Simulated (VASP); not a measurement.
The system is CuO.

```
Cu O
1.0
     2.83633    0.00000    0.00000
    -1.41816    2.45633    0.00000
     0.00000    0.00000    2.76811
Cu O
1 1
Direct
  0.00000 0.00000 0.00000
  0.66667 0.33333 0.50000
```

Measurements of this composition are mostly on another form, of space group No. 15.

* Program: VASP 6.6.1
* Task: relaxation of cell and atoms
* Functional: r2SCAN
* Dispersion: rVV10
* Potentials or basis: VASP PAW PBE potentials, release 64 (Cu, O)
* Cutoff: 600 eV
* k mesh: 11 × 11 × 10
* Occupations: gaussian, width 0.05 eV
* Spin: no spin polarisation

At the start: pressure -9.1 GPa; volume 9.64 Å³/atom.

**Question.** Where does the relaxation end?

**Answer.** Over 5 steps the energy falls by 23.0 meV/atom and the volume is 9.23 Å³/atom (-4.3 %); space group P-6m2 (No. 187, to 0.05 Å).

Step by step:
| step | energy change (eV) | largest force (eV/Å) | pressure (GPa) | volume (Å³) |
| --- | --- | --- | --- | --- |
| 1 | 0.0000 | 0.0000 | -9.10 | 19.29 |
| 2 | -0.0294 | 0.0000 | 8.14 | 17.79 |
| 3 | -0.0424 | 0.0000 | 1.26 | 18.30 |
| 4 | -0.0457 | 0.0000 | 0.29 | 18.42 |
| 5 | -0.0459 | 0.0000 | -0.03 | 18.46 |

Final structure:
```cif
data_structure
_symmetry_space_group_name_H-M 'P 1'
_symmetry_Int_Tables_number 1
_cell_length_a 2.8343
_cell_length_b 2.8343
_cell_length_c 2.6542
_cell_angle_alpha 90.000
_cell_angle_beta 90.000
_cell_angle_gamma 120.000
_cell_volume 18.46
loop_
_atom_site_label
_atom_site_type_symbol
_atom_site_fract_x
_atom_site_fract_y
_atom_site_fract_z
_atom_site_occupancy
Cu1 Cu 0.00000 0.00000 0.00000 1
O1 O 0.66667 0.33333 0.50000 1
```

Caveat: the PAW data sets were made with another functional, which shifts forces and pressure a little; an odd number of electrons without spin polarisation forces a metal; a magnetic or distorted state may lie lower; the run has no spin polarisation, though such a crystal can be magnetic.
